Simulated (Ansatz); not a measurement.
# N (P6_3/mmc) in Ansatz: convergence with k mesh

Aim: find how far k mesh must go before the results for N settle, at PBEsol. This setting moves, with any that are tied to it; all else stays.

Everything below comes from runs of Ansatz 0.2.0. Logs are shortened: lines on timing, memory, paths and dates and some standing lists are left out, and cuts for length are marked.

### 1 The structure

The structure is hexagonal, space group P6_3/mmc (No. 194). The conventional cell has a = 2.519 Å, b = 2.519 Å, c = 2.446 Å, α = 90.00°, β = 90.00°, γ = 120.00°. N (site symmetry -6m2) is surrounded by 6 N at 1.90 Å.

The real solid is made of molecules; this cell is a model form.

### 2 With k mesh 4 × 4 × 3

File input.yaml:

```yaml
crystal:
  lattice:
    - [2.5194737886, 0.0, 0.0]
    - [-1.2597368943, 2.1819283051, 0.0]
    - [0.0, 0.0, 2.446002]
  atoms:
    - { symbol: "N", position: [0.3333333333, 0.6666666667, 0.75] }
    - { symbol: "N", position: [0.6666666667, 0.3333333333, 0.25] }
hamiltonian:
  xc: pbesol
  pseudopotentials: { kind: paw }
kpoints:
  mp_grid: { grid: [4, 4, 3] }
scf:
  occupations: { method: gaussian, width: 0.1 }
output:
  forces: true
  stress: true
  eigenvalues: true
```

Potentials or basis: Ansatz PAW.

Run with:

```
> ansatz run input.yaml --threads 2 --pin off --max-ram 5632MiB --backend cpu --events-out ev --progress --plain --runs-dir out
```

Output:

```text
Warning: RAYON_NUM_THREADS=2 ignored (pool sized by the plan → 2); use --threads N
Engine: ansatz 0.2.0, x86_64-unknown-linux-gnu
Pseudopotentials: kind: paw
Pseudopotential: N, paw, valence charge 5, recommended cutoff 420 eV (normal), N.paw.azcp
Functional definition: PBEsol
  exchange = pbesol_x
  correlation = pbesol_c
Crystal: 2 atoms, lattice volume = 13.446 Å³
Basis set: ecut = 420 eV, 255 PW (Γ), exchange–correlation on 36×36×36 points (8 copies of the dense FFT grid, shifted against one another)
Bands: 9, of which v1, the nominal top of the filled ones, is band 5 counted from 1 (4 counted from 0)
Symmetry: 24 space group operations
Space group: P63/mmc (ITA 194), of the structure as read, at distance tolerance 2.4e-5 Å
k-points: 8 of 48
Non-local potential: N, projectors of the file, l = 0: 2, l = 1: 2, l = 2: 1
PAW form: soft (Blöchl's): semilocal exchange-correlation on the pseudo side does not see the compensation charge
PAW frozen core: N, regenerated for the run's functional, and the local potential with it (the file was generated under x = pbe(κ = 0.804, μ = 0.2195149727645171), c = pbe(β = 0.06672455060314922))
PAW one-centre angular grid: N, 110 points (default); XC on 64 Gauss nodes
Initial density: superposition of atomic densities (neutral atoms: chi_scale 0, normalization atom), corrected by the library's trained network
Initial wavefunctions: pseudopotential atomic-orbital guess
Functional: x = pbesol(κ = 0.804, μ = 0.12345679012345678), c = pbesol(β = 0.046)
SCF iter   1: F=—  HF=-750.139346 eV  |F-HF|=—  |Δ(HF+E_count)|=         —  Δρ=9.78e-3  dr2=5.91e-3  ethr=1.77e-3  ⟨swp⟩=4.5  Hψ=442  notcnv=0
preconditioner: auto → none  [metal: Δε(μ)=0.053 eV  Ē_g=15.110 eV  σ=0.100 eV  W_gap=0.28  n_scr=2 (ndim 8)  ℏωp=32.0 eV  f_vac=0.000  D(μ)=4.13/eV (n_scr^D=82)  sad-step TF]
SCF iter   2: F=—  HF=-750.137886 eV  |F-HF|=—  |Δ(HF+E_count)|=   1.46e-3  Δρ=5.21e-3  dr2=1.72e-3  ethr=5.91e-5  ⟨swp⟩=1.0  Hψ=136  notcnv=0
SCF iter   3: F=—  HF=-750.137627 eV  |F-HF|=—  |Δ(HF+E_count)|=   2.59e-4  Δρ=3.91e-4  dr2=5.76e-6  ethr=1.72e-5  ⟨swp⟩=2.6  Hψ=112  notcnv=0
SCF iter   4: F=—  HF=-750.137611 eV  |F-HF|=—  |Δ(HF+E_count)|=   1.66e-5  Δρ=4.53e-5  dr2=1.08e-7  ethr=5.76e-8  ⟨swp⟩=2.2  Hψ=106  notcnv=0
iter 5 did not close the SCF: its close was put off for the readings that it lacked (scf_convergence_deferred on its scf_iter line)
SCF iter   5: F=-750.137611 eV  HF=-750.137611 eV  |F-HF|=1.07e-10  |Δ(HF+E_count)|=   3.28e-8  Δρ=4.68e-6  dr2=7.21e-10  ethr=1.08e-9  ⟨swp⟩=1.8  Hψ=101  notcnv=0
SCF iter   6: F=-750.137611 eV  HF=-750.137611 eV  |F-HF|=0.00e0  |Δ(HF+E_count)|=  1.16e-10  Δρ=2.03e-7  dr2=2.34e-12  ethr=7.21e-12  ⟨swp⟩=1.0  Hψ=214  notcnv=0
SCF 1 converged in 6 iterations: F = -750.137611 eV  dr2 = 2.34e-12
SCF converged after 6 iterations
Free energy (F): -750.137611 eV
Harris-Foulkes:  -750.137611 eV  (|F-HF|=0.00e0)
Internal energy: -750.117529 eV  (E = F + TS)
E sigma→0 (E₀):  -750.127570 eV
Entropy (-TS):   -0.020082 eV (-10.041 meV/atom)
Fermi energy:    10.463910 eV
--- Per-component energies (eV) ---
  E_band       = 18.082914
  E_kinetic    = 244.366840
  E_local      = -245.273748  (includes V_loc(G=0)·N_el)
  E_nonlocal   = 95.019251
  E_hartree    = 52.887997
  E_xc         = -116.192209
  E_vxc        = -148.221160  (∫ρ·V_xc dr)
  E_paw        = -240.777201  (= ΣΔE_a)
  E_vpaw       = -33.584409  (= ΣTr[D̂ρ^β])
  E_aug_tail   = 0.000130  (compensation charges beyond the density's cutoff)
  E_ewald      = -540.204787
  E_core_change = 0.056198  (= ΣΔE_core)
  E_smearing   = -0.020082  (= −TS)
  E_closure    = 0.000000  (closes the sum)
  Σ components = -750.137611   (vs F -750.137611, Δ=0.00e0)
--- Forces (eV/Å), atoms counted from 1 ---
  atom   1  N      0.00000000     0.00000000     0.00000000
  atom   2  N     -0.00000000    -0.00000000     0.00000000
  max |Σ_I F_I| component: 3.70e-17 eV/Å
--- Stress (GPa, compression-positive) ---
       13.462017       0.000000       0.000000
        0.000000      13.462017       0.000000
        0.000000       0.000000       0.220356
  P = ⅓ Tr σ = 9.0481 GPa (90.481 kbar)
--- Band table (eV; the first three rows and the last of 8) ---
  k-point 0: bands = ["-11.8586", "4.6514", "5.4377", "7.8912", "7.8912", "13.0842", "13.0842", "16.4643", "24.5399"]
  k-point 1: bands = ["-9.6207", "-3.2687", "9.3794", "9.3794", "10.4236", "12.1580", "12.1580", "14.2787", "29.8918"]
  k-point 2: bands = ["-10.3694", "0.7439", "6.2995", "6.6285", "8.0776", "12.7764", "14.5495", "14.6766", "25.6663"]
  k-point 7: bands = ["-5.5599", "-1.7668", "2.2517", "4.4446", "5.8534", "10.5116", "14.7958", "15.8633", "28.1379"]
```

Wall time 0.51 s (2 threads of Intel Xeon at 2.50GHz (Skylake/Cascade Lake), shared host); peak memory 0.26 GiB.

What came out:

```
Free energy : -750.1376 eV
Pressure    : 9.0 GPa
```

### 3 With k mesh 5 × 5 × 4

input.yaml, as its differences from that of step 2:

```diff
@@ -12,3 +12,3 @@
 kpoints:
-  mp_grid: { grid: [4, 4, 3] }
+  mp_grid: { grid: [5, 5, 4] }
 scf:
```

Potentials or basis: Ansatz PAW.

Run with:

```
> ansatz run input.yaml --threads 2 --pin off --max-ram 5632MiB --backend cpu --events-out ev --progress --plain --runs-dir out
```

It took 0.64 s on 2 threads of Intel Xeon at 2.50GHz (Skylake/Cascade Lake), shared host; peak memory 0.26 GiB.

What came out:

| Item | Value |
| --- | --- |
| Free energy | -750.2678 eV |
| Pressure | -4.6 GPa |
| Band gap on the k mesh | none (metal or under the smearing width) |

### 4 With k mesh 6 × 6 × 5

input.yaml, as its differences from that of step 3:

```diff
@@ -12,3 +12,3 @@
 kpoints:
-  mp_grid: { grid: [5, 5, 4] }
+  mp_grid: { grid: [6, 6, 5] }
 scf:
```

Run with:

```
> ansatz run input.yaml --threads 2 --pin off --max-ram 5632MiB --backend cpu --events-out ev --progress --plain --runs-dir out
```

Wall time 0.72 s (2 threads of Intel Xeon at 2.50GHz (Skylake/Cascade Lake), shared host); peak memory 0.26 GiB.

Results:

| Item | Value |
| --- | --- |
| Free energy | -750.2185 eV |
| Pressure | -1.9 GPa |
| Band gap on the k mesh | none (metal or under the smearing width) |

### 5 With k mesh 7 × 7 × 6

input.yaml, as its differences from that of step 4:

```diff
@@ -12,3 +12,3 @@
 kpoints:
-  mp_grid: { grid: [6, 6, 5] }
+  mp_grid: { grid: [7, 7, 6] }
 scf:
```

Run with:

```
> ansatz run input.yaml --threads 2 --pin off --max-ram 5632MiB --backend cpu --events-out ev --progress --plain --runs-dir out
```

Wall time 0.8 s (2 threads of Intel Xeon at 2.50GHz (Skylake/Cascade Lake), shared host); peak memory 0.26 GiB.

What came out:

```
Free energy            : -750.1868 eV
Pressure               : 0.4 GPa
Band gap on the k mesh : none (metal or under the smearing width)
```

### 6 With k mesh 9 × 9 × 8

input.yaml, as its differences from that of step 5:

```diff
@@ -12,3 +12,3 @@
 kpoints:
-  mp_grid: { grid: [7, 7, 6] }
+  mp_grid: { grid: [9, 9, 8] }
 scf:
```

Potentials or basis: Ansatz PAW.

Run with:

```
> ansatz run input.yaml --threads 2 --pin off --max-ram 5632MiB --backend cpu --events-out ev --progress --plain --runs-dir out
```

It took 0.97 s on 2 threads of Intel Xeon at 2.50GHz (Skylake/Cascade Lake), shared host; peak memory 0.27 GiB.

The run converged. Its results:

```yaml
Free_energy: -750.1741 eV
Pressure: -1.5 GPa
Band_gap_on_the_k_mesh: none (metal or under the smearing width)
```

### 7 With k mesh 11 × 11 × 10

input.yaml, as its differences from that of step 6:

```diff
@@ -12,3 +12,3 @@
 kpoints:
-  mp_grid: { grid: [9, 9, 8] }
+  mp_grid: { grid: [11, 11, 10] }
 scf:
```

Run with:

```
> ansatz run input.yaml --threads 2 --pin off --max-ram 5632MiB --backend cpu --events-out ev --progress --plain --runs-dir out
```

Wall time 1.2 s (2 threads of Intel Xeon at 2.50GHz (Skylake/Cascade Lake), shared host); peak memory 0.28 GiB.

It converged, with:

```yaml
Free_energy: -750.1718 eV
Pressure: 0.4 GPa
Band_gap_on_the_k_mesh: none (metal or under the smearing width)
```

### 8 With k mesh 14 × 14 × 12

input.yaml, as its differences from that of step 7:

```diff
@@ -12,3 +12,3 @@
 kpoints:
-  mp_grid: { grid: [11, 11, 10] }
+  mp_grid: { grid: [14, 14, 12] }
 scf:
```

Run with:

```
> ansatz run input.yaml --threads 2 --pin off --max-ram 5632MiB --backend cpu --events-out ev --progress --plain --runs-dir out
```

It took 1.8 s on 2 threads of Intel Xeon at 2.50GHz (Skylake/Cascade Lake), shared host; peak memory 0.29 GiB.

It converged, with:

| Quantity | Value |
| --- | --- |
| Free energy | -750.1686 eV |
| Pressure | -0.5 GPa |
| Band gap on the k mesh | none (metal or under the smearing width) |

### 9 With k mesh 16 × 16 × 15

input.yaml, as its differences from that of step 8:

```diff
@@ -12,3 +12,3 @@
 kpoints:
-  mp_grid: { grid: [14, 14, 12] }
+  mp_grid: { grid: [16, 16, 15] }
 scf:
```

Potentials or basis: Ansatz PAW.

Run with:

```
> ansatz run input.yaml --threads 2 --pin off --max-ram 5632MiB --backend cpu --events-out ev --progress --plain --runs-dir out
```

Wall time 2.3 s (2 threads of Intel Xeon at 2.50GHz (Skylake/Cascade Lake), shared host); peak memory 0.31 GiB.

The run converged. Its results:

```
Free energy            : -750.1710 eV
Pressure               : -0.7 GPa
Band gap on the k mesh : none (metal or under the smearing width)
```

### 10 With k mesh 20 × 20 × 18

input.yaml, as its differences from that of step 9:

```diff
@@ -12,3 +12,3 @@
 kpoints:
-  mp_grid: { grid: [16, 16, 15] }
+  mp_grid: { grid: [20, 20, 18] }
 scf:
```

Run with:

```
> ansatz run input.yaml --threads 2 --pin off --max-ram 5632MiB --backend cpu --events-out ev --progress --plain --runs-dir out
```

Run time: 3.9 s. Hardware: 2 threads of Intel Xeon at 2.50GHz (Skylake/Cascade Lake), shared host; peak memory 0.34 GiB.

It converged, with:

```
Free energy            : -750.1690 eV
Pressure               : -0.7 GPa
Band gap on the k mesh : none (metal or under the smearing width)
```

### 11 Result

| k mesh | energy less the tightest run, at zero smearing (meV/atom) | pressure (GPa) | SCF cycles | CPU time (s) | peak memory (GiB) |
| --- | --- | --- | --- | --- | --- |
| 4 × 4 × 3 | 19.70 | 9.05 | 6 | 0.64 | 0.26 |
| 5 × 5 × 4 | -48.61 | -4.58 | 6 | 0.79 | 0.26 |
| 6 × 6 × 5 | -25.36 | -1.95 | 6 | 0.89 | 0.26 |
| 7 × 7 × 6 | -8.30 | 0.43 | 6 | 1 | 0.26 |
| 9 × 9 × 8 | -2.51 | -1.48 | 6 | 1.4 | 0.27 |
| 11 × 11 × 10 | -1.93 | 0.38 | 6 | 1.9 | 0.28 |
| 14 × 14 × 12 | 0.09 | -0.54 | 6 | 2.9 | 0.29 |
| 16 × 16 × 15 | -1.16 | -0.74 | 6 | 3.7 | 0.31 |
| 20 × 20 × 18 | 0.00 | -0.69 | 6 | 6.9 | 0.34 |

Against the tightest run, the pressure stays within 0.1 GPa from 16 × 16 × 15 on. Not settled before the last step: the energy (to 1 meV/atom). Meshes of other sizes hit other points, so gaps and Fermi surfaces needn't settle smoothly. The tightest run that finished is the yardstick and may itself not be fully converged.

Caveats: the PAW data sets come from PBE, with cores solved anew for the run's functional, which leaves a small shift of forces and pressure.
